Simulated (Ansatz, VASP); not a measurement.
# InP in VASP and in Ansatz

The input POSCAR:

```
InP
1.0
    0.0000000000      2.9538133483      2.9538133483
    2.9538133483      0.0000000000      2.9538133483
    2.9538133483      2.9538133483      0.0000000000
In P
1 1
Direct
    0.0000000000      0.0000000000      0.0000000000
    0.2500000000      0.2500000000      0.2500000000
```

Contents of INCAR.step1:

```
SYSTEM = InP
ALGO = Normal ; EDIFF = 1E-4
ENCUT = 520 ; GGA = PE
ISMEAR = 0 ; LASPH = .TRUE.
LCHARG = .FALSE. ; LREAL = .FALSE.
LWAVE = .TRUE. ; NBANDS = 16
NELM = 60 ; PREC = Accurate
SIGMA = 0.01
```

INCAR.step2

```
SYSTEM = InP
ALGO = Normal ; EDIFF = 1E-6
ENCUT = 520 ; ISIF = 2
ISMEAR = 0 ; ISTART = 1
LASPH = .TRUE. ; LCHARG = .FALSE.
LMIXTAU = .TRUE. ; LREAL = .FALSE.
LWAVE = .FALSE. ; METAGGA = R2SCAN
NBANDS = 16 ; NELM = 60
PREC = Accurate ; SIGMA = 0.01
```

Contents of KPOINTS:

```
k-points
0
G
  4 4 4
  0 0 0
```

Input for Ansatz:

```yaml
crystal:
  lattice:
    - [0.0, 2.9538133483, 2.9538133483]
    - [2.9538133483, 0.0, 2.9538133483]
    - [2.9538133483, 2.9538133483, 0.0]
  atoms:
    - { symbol: In, position: [0.0, 0.0, 0.0] }
    - { symbol: P, position: [0.25, 0.25, 0.25] }
kpoints:
  mp_grid: { grid: [4, 4, 4] }
hamiltonian:
  xc: r2scan
scf:
  occupations: { method: fixed }
output:
  optics:
    e_range: [2, 10]
    de: 0.2
    sigma: 0.4
    scissors: 0
    scheme: gaussian
    bands: auto
```

Alike in both runs: task single point; functional r2SCAN; k mesh 4 × 4 × 4; no spin polarisation.

|  | VASP | Ansatz |
| --- | --- | --- |
| version | VASP 6.6.1 | Ansatz 0.2.0 |
| potentials or method | VASP PAW PBE potentials, release 64 (In_d, P) | plane waves, PAW |
| plane-wave cutoff (eV) | 520 | 500 |
| occupations | gaussian, width 0.01 eV | fixed |
| valence electrons in the cell | 18 | 18 |

```tsv
	VASP	Ansatz	Ansatz less VASP
gap on the k mesh at the Fermi level (eV)	1.02	1.02	-0.004
```

Caveats: the k mesh is coarse (spacing up to 0.46 Å⁻¹), so the values aren't converged; spin-orbit coupling is left out, which moves the levels of the heavy elements. r2SCAN opens gaps a little over a GGA but as a rule still falls short of measured ones.
